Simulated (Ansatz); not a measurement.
Input of an Ansatz 0.2.0 run:

input.yaml

```yaml
crystal:
  lattice:
    - [0.0, 3.205, 3.205]
    - [3.205, 0.0, 3.205]
    - [3.205, 3.205, 0.0]
  atoms:
    - { symbol: Te, position: [0.75, 0.75, 0.75] }
    - { symbol: Cd, position: [0.0, 0.0, 0.0] }
hamiltonian:
  xc:
    exchange: hjs_pbesol
    correlation: pbesol
    exx: { coeff: 0.25, omega: 0.207 }
  pseudopotentials: { kind: paw }
kpoints:
  mp_grid: { grid: [4, 4, 4] }
  band_path:
    path:
      - [[0.0, 0.0, 0.0], [0.5, 0.0, 0.5], [0.5, 0.25, 0.75], [0.375, 0.375, 0.75], [0.0, 0.0, 0.0], [0.5, 0.5, 0.5], [0.625, 0.25, 0.625], [0.5, 0.25, 0.75], [0.5, 0.5, 0.5], [0.375, 0.375, 0.75]]
      - [[0.625, 0.25, 0.625], [0.5, 0.0, 0.5]]
    npoints: 4
scf:
  occupations: { method: fermi_dirac, width: 0.05 }
  n_extra_bands: 6
output:
  forces: true
  stress: true
  eigenvalues: true
  fatbands: false
  write_density: true
  write_potential: true
  elf: true
  volumetric_format: npy
```

Potentials or basis: Ansatz PAW.

The run is started by

```bash
$ ansatz run input.yaml --threads 2 --pin off --max-ram 5632MiB --backend cpu --events-out ev --progress --plain --runs-dir out
```

(1) Predict the band gap along the path.

(2) Estimate the band gap on the k mesh.

(3) Estimate the pressure.

## Answers

(1) 1.63 eV, direct.

(2) 1.63 eV, direct.

(3) 1.7 GPa.

Caveat: the k mesh is coarse (spacing up to 0.42 Å⁻¹), so the values aren't converged, least of all with exact exchange; spin-orbit coupling is left out, which moves the levels of the heavy elements; the PAW data sets come from PBE, with cores solved anew for the run's functional, which leaves a small shift of forces and pressure; the thresholds are loose for stress.
